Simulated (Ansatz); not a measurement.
How far is PAW off for WSe₂?

```xyz
6
Lattice="3.2900 0.0493 0.0493 -1.6023 2.8245 0.0181 0.1946 0.1946 12.9700" Properties=species:S:1:pos:R:3 pbc="T T T"
W     0.0771    1.9481    3.2710
W     1.8052    1.1203    9.7664
Se    0.1493    2.0203    8.0829
Se    1.6828    0.9980    1.6083
Se    0.1995    2.0705   11.4291
Se    1.7330    1.0482    4.9546
```

Atom numbers follow the list: W1, W2, Se3, Se4, Se5, Se6.

The cell is COD entry 9009146, as deposited and not checked against the literature; nothing was relaxed. The listed cell was then made from it by scaling, straining or moving an atom.

No spin–orbit coupling, which matters for the heavy atoms here.

Levels of theory: DFT, PBEsol, PAW with Ansatz's default frozen-core files, scalar-relativistic (Ansatz 0.2.0); DFT, PBEsol, all-electron LAPW, scalar-relativistic (Ansatz 0.2.0).

For PAW: a Γ-centred 11×11×3 k mesh, Fermi–Dirac smearing of 0.08 eV, cutoff 420 eV, no spin polarisation; the PAW files were made with PBE, and the program remakes their frozen cores for this functional. LAPW targets a basis error of 0.5 meV/atom. The Ansatz runs share mesh, smearing and spin set-up. Plane-wave (PAW) pressures include the program's estimate of the Pulay term.

Stress and pressure are positive in compression.

The change that made this cell: equal xy, yz and zx engineering shear strains of +3 %.

```csv
quantity,PAW,LAPW
pressure (GPa),-0.79,-0.75
stress xx (GPa),-1.21,-1.17
stress yy (GPa),-1.12,?
stress zz (GPa),?,-0.01
stress yz (GPa),-3.86,-3.86
stress xz (GPa),-3.86,-3.86
stress xy (GPa),-2.46,-2.46
"force on W1, x (eV/Å)",-0.149,-0.149
"force on Se3, y (eV/Å)",0.398,0.398
"force on Se4, x (eV/Å)",0.467,0.468
band gap (eV),0.911,0.912
```

Question: Give the missing entry: row "stress yy (GPa)", column "LAPW".

Answer: -1.08.

Question: Fill in "PAW" for the row "stress zz (GPa)".

Answer: -0.05.
